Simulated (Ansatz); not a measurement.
## MgO: what symmetry allows forces and stress to be

```yaml
crystal:
  lattice:
    - [3.52996, 0.00000, 0.00000]
    - [-1.76498, 3.05703, 0.00000]
    - [0.00000, 0.00000, 4.35561]
  atoms:
    - { symbol: Mg, position: [0.66667, 0.33333, 0.75094] }
    - { symbol: Mg, position: [0.33333, 0.66667, 0.25745] }
    - { symbol: O, position: [0.66667, 0.33333, 0.23823] }
    - { symbol: O, position: [0.33333, 0.66667, 0.75337] }
```

Theory: DFT PBE, scalar-relativistic, plane waves, PAW (Ansatz 0.2.0).

Plane waves to 420 eV, a k mesh through Γ of 9×9×6 on the computed 4-atom cell and Gaussian smearing (0.02 eV); no spin polarisation.

This distorted cell has space group P3m1, with 6 operations.

Problem. Without a calculation: in which directions can each atom feel a force?

Solution. A force must be left unchanged by every operation that keeps its atom in place, so it lies in the space that those operations leave fixed. Atoms that the group maps onto each other feel forces of one size.
```
atom site symmetry operations at the site equivalent to atom allowed force (Cartesian)
 Mg1            3m.                       6                   1   along (0.00, 0.00, 1.00)
 Mg2            3m.                       6                   2   along (0.00, 0.00, 1.00)
  O3            3m.                       6                   3   along (0.00, 0.00, 1.00)
  O4            3m.                       6                   4   along (0.00, 0.00, 1.00)
```

That leaves 4 independent force components of 12, tied by 1 condition that the forces sum to zero, so 3 remain. A relaxation in this cell that keeps the symmetry moves the atoms in these directions alone.

Problem. And the stress tensor?

Solution. It must be invariant under the point group, which leaves 2 independent components: yz, xz, xy vanish; xx = yy.

Problem. Do the computed values obey this?

Solution. Yes. Forces (eV/Å):
```
Mg1  0.000  0.000  0.137
Mg2  0.000  0.000 -0.305
O3   0.000  0.000  0.561
O4   0.000  0.000 -0.392
```

Stress (GPa, compression positive, xx yy zz yz xz xy): -2.69 -2.69 -5.52 0.00 0.00 0.00. The program imposes the same operations on density, forces and stress, so this confirms the analysis and is no independent test of the calculation.

This form isn't the usual stable structure of the compound.